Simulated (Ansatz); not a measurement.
# Ir (P-1) in Ansatz: convergence with ecutfock ratio

Aim: find how far ecutfock ratio must go before the results for Ir settle, at PBE0. This setting moves, with any that are tied to it; all else stays.

Program: Ansatz 0.2.0. These are calculated values, not measurements. Logs are shortened: lines on timing, memory, paths and dates and some standing lists are left out, and cuts for length are marked.

### 1 Starting point

The typed cell holds 1 atom: a = 2.542 Å, b = 2.611 Å, c = 2.995 Å, α = 58.28°, β = 61.38°, γ = 59.90°.

This isn't the form of Ir at room conditions, which is fcc.

### 2 With ecutfock ratio 1

input.yaml reads:

```yaml
crystal:
  lattice:
    - [0.06446927, 1.83735574, 1.75604886]
    - [1.94181314, 0.07743499, 1.74308315]
    - [2.17282487, 2.05540176, -0.15357675]
  atoms:
    - { symbol: Ir, position: [0.0, 0.0, 0.0] }
hamiltonian:
  xc: pbe0
  pseudopotentials: { kind: paw }
kpoints:
  mp_grid: { grid: [6, 7, 6] }
scf:
  occupations: { method: methfessel_paxton, width: 0.1 }
  exx: { ecutfock_ratio: 1 }
output:
  forces: true
  stress: true
  eigenvalues: true
```

Potentials or basis: Ansatz PAW.

Started as:

```bash
> ansatz run input.yaml --threads 2 --pin off --max-ram 5632MiB --backend cpu --events-out ev --progress --plain --runs-dir out
```

Output:

```text
Warning: output.stress: scf.convergence.dr2_threshold = 1e-7 eV (the SCF's general default) is looser than the 1e-10 eV advised for a printed stress (1e-10 eV for each atom of the cell: 1). What an SCF threshold leaves in a stress goes as its square root, and in the free energy as the threshold itself, and one threshold admits the most on a small cell: of the crystals measured, under no hybrid functional and no lock of the moments, on runs that ended without the residual-converged pass, on stresses that held no estimate of that error, the worst erred by over 100 MPa in a component at 1e-7 eV an atom and by under 5 at 1e-10. Set scf.convergence.dr2_threshold to 1e-10 eV or tighter. The threshold is an SCF's pass mark: one that does not reach it within its budget of iterations ends unconverged, or closes short of it on a stop that the run arms, and scf.convergence.dr2_threshold's page says what that costs each kind of run
Warning: output.stress: scf.exx.energy_threshold = 1e-6 eV is looser than the 1e-8 eV advised for a stress under a hybrid functional (1e-8 eV for each atom of the cell: 1). Every SCF of the exchange loop can meet its threshold on dr2 while the loop round them stops early: no threshold on dr2 bounds what that leaves in the stress. Set scf.exx.energy_threshold to 1e-8 eV or tighter. The threshold is the loop's pass mark: a loop that does not reach it within its budget of cycles ends unconverged, and scf.exx.energy_threshold's page has the law
settings of this run that can trade accuracy for cost: scf.exx.ecutfock_ratio: 1 (norm-conserving) | under the files' recommended ratio and basis.ecutrho_ratio (paw). Do not mix this run's numbers with those of runs without the same settings; the input reference describes each key
Warning: RAYON_NUM_THREADS=2 ignored (pool sized by the plan → 2); use --threads N
Engine: ansatz 0.2.0, aarch64-unknown-linux-gnu
Pseudopotentials: kind: paw
Pseudopotential: Ir, paw, valence charge 17, recommended cutoff 420 eV (normal), Ir.paw.azcp
Functional definition: PBE0
  parameter a = 0.25
  parameter kappa = 0.804
  parameter beta = 0.06672455060314922
  exchange = (1 - a)*pbe_x(kappa = kappa, mu = beta*pi^2/3) + a*exact_x
  correlation = pbe_c(beta = beta)
Crystal: 1 atoms, lattice volume = 13.988 Å³
Basis set: ecut = 420 eV, 283 PW (Γ), exchange–correlation on 36×36×48 points (8 copies of the dense FFT grid, shifted against one another)
Bands: 13, of which v1, the nominal top of the filled ones, is band 9 counted from 1 (8 counted from 0)
Symmetry: 2 space group operations
Space group: P-1 (ITA 2), of the structure as read, at distance tolerance 2.4e-5 Å
k-points: 128 of 252
Non-local potential: Ir, projectors of the file, l = 0: 3, l = 1: 2, l = 2: 2, l = 3: 1
PAW form: soft (Blöchl's): semilocal exchange-correlation on the pseudo side does not see the compensation charge
PAW frozen core: Ir, regenerated for the run's functional, and the local potential with it (the file was generated under x = pbe(κ = 0.804, μ = 0.2195149727645171), c = pbe(β = 0.06672455060314922))
[... 113 lines left out ...]
--- Per-component energies (eV) ---
  E_band       = -122.136287
  E_kinetic    = 624.731839
  E_local      = -1067.329449  (includes V_loc(G=0)·N_el)
  E_nonlocal   = 74.084833
  E_hartree    = 412.070918
  E_xc         = -207.003831
  E_vxc        = -231.814576  (∫ρ·V_xc dr)
  E_exx        = -64.042076  (= α·E_x^exact, valence–valence)
  E_paw        = -9219.328571  (= ΣΔE_a)
  E_vpaw       = -217.866652  (= ΣTr[D̂ρ^β])
  E_aug_tail   = 0.000066  (compensation charges beyond the density's cutoff)
  E_ewald      = -2484.592398
  E_core_change = -2.214905  (= ΣΔE_core)
  E_smearing   = 0.000001  (= −TS)
  E_closure    = -0.000000  (closes the sum)
  Σ components = -11933.623573   (vs F -11933.623573, Δ=0.00e0)
--- Forces (eV/Å), atoms counted from 1 ---
  atom   1  Ir     0.00000000     0.00000000     0.00000000
  max |Σ_I F_I| component: 0.00e0 eV/Å
--- Stress (GPa, compression-positive) ---
       -0.061523     -26.751668      18.210933
      -26.751663      27.870437      28.269245
       18.210940      28.269257      19.780654
  P = ⅓ Tr σ = 15.8632 GPa (158.632 kbar)
--- Band table (eV; the first three rows and the last of 128) ---
  k-point 0: bands = ["-71.8246", "-26.9088", "-26.8158", "-26.7220", "13.0756", "19.0993", "21.0300", "21.5616", "23.5496", "24.8471", "40.3835", "43.6081", "48.4764"]
  k-point 1: bands = ["-71.8139", "-27.0811", "-26.8386", "-26.7266", "14.0146", "19.2459", "20.9206", "21.5819", "24.1997", "24.9527", "40.2311", "42.7658", "49.2652"]
  k-point 2: bands = ["-71.7917", "-27.4184", "-26.8852", "-26.7382", "15.4016", "20.6367", "20.8821", "21.4304", "25.8544", "26.4492", "36.0401", "42.2634", "50.9016"]
  k-point 127: bands = ["-71.6827", "-27.9038", "-27.2811", "-27.1570", "16.6406", "17.4048", "23.4396", "25.9005", "28.2690", "32.7349", "34.7333", "40.3252", "42.3160"]
settings of this run that can trade accuracy for cost: scf.exx.ecutfock_ratio: 1 (norm-conserving) | under the files' recommended ratio and basis.ecutrho_ratio (paw). Do not mix this run's numbers with those of runs without the same settings; the input reference describes each key
```

Wall time 44 s (2 threads of Arm Neoverse V1, shared host); peak memory 0.64 GiB.

What came out:

| Property | Result |
| --- | --- |
| Free energy | -11933.6236 eV |
| Pressure | 15.9 GPa |
| Band gap on the k mesh | none (metal or under the smearing width) |

### 3 With ecutfock ratio 2

input.yaml, as its differences from that of step 2:

```diff
@@ -14,3 +14,3 @@
   occupations: { method: methfessel_paxton, width: 0.1 }
-  exx: { ecutfock_ratio: 1 }
+  exx: { ecutfock_ratio: 2 }
 output:
```

Potentials or basis: Ansatz PAW.

Started as:

```bash
> ansatz run input.yaml --threads 2 --pin off --max-ram 5632MiB --backend cpu --events-out ev --progress --plain --runs-dir out
```

It took 46 s on 2 threads of Arm Neoverse V1, shared host; peak memory 0.69 GiB.

Results:

```yaml
Free_energy: -11933.6978 eV
Pressure: 15.9 GPa
Band_gap_on_the_k_mesh: none (metal or under the smearing width)
```

### 4 With ecutfock ratio 3

input.yaml, as its differences from that of step 3:

```diff
@@ -14,3 +14,3 @@
   occupations: { method: methfessel_paxton, width: 0.1 }
-  exx: { ecutfock_ratio: 2 }
+  exx: { ecutfock_ratio: 3 }
 output:
```

Started as:

```bash
> ansatz run input.yaml --threads 2 --pin off --max-ram 5632MiB --backend cpu --events-out ev --progress --plain --runs-dir out
```

Run time: 46 s. Hardware: 2 threads of Arm Neoverse V1, shared host; peak memory 0.73 GiB.

The run converged. Its results:

| Quantity | Value |
| --- | --- |
| Free energy | -11933.6979 eV |
| Pressure | 15.9 GPa |
| Band gap on the k mesh | none (metal or under the smearing width) |

### 5 With ecutfock ratio 4

input.yaml, as its differences from that of step 4:

```diff
@@ -14,3 +14,3 @@
   occupations: { method: methfessel_paxton, width: 0.1 }
-  exx: { ecutfock_ratio: 3 }
+  exx: { ecutfock_ratio: 4 }
 output:
```

Started as:

```bash
> ansatz run input.yaml --threads 2 --pin off --max-ram 5632MiB --backend cpu --events-out ev --progress --plain --runs-dir out
```

It took 45 s on 2 threads of Arm Neoverse V1, shared host; peak memory 0.72 GiB.

It converged, with:

| Item | Value |
| --- | --- |
| Free energy | -11933.6979 eV |
| Pressure | 15.9 GPa |
| Band gap on the k mesh | none (metal or under the smearing width) |

### 6 Summary

| ecutfock ratio | energy less the tightest run, at zero smearing (meV/atom) | SCF cycles | CPU time (s) | peak memory (GiB) |
| --- | --- | --- | --- | --- |
| 1 | 74.36 | 45 | 78 | 0.64 |
| 2 | 0.13 | 45 | 81 | 0.69 |
| 3 | 0.00 | 45 | 83 | 0.73 |
| 4 | 0.00 | 45 | 81 | 0.72 |

Against the tightest run, the energy stays within 1 meV/atom from 2 on. The tightest run that finished is the yardstick and may itself not be fully converged.

Caveats: all runs use coarse meshes; so large a pressure means that the cell lies far from this level's equilibrium, or that cutoff or potentials fall short; the PAW data sets come from PBE, with cores solved anew for the run's functional, which leaves a small shift of forces and pressure; the thresholds are loose for stress.
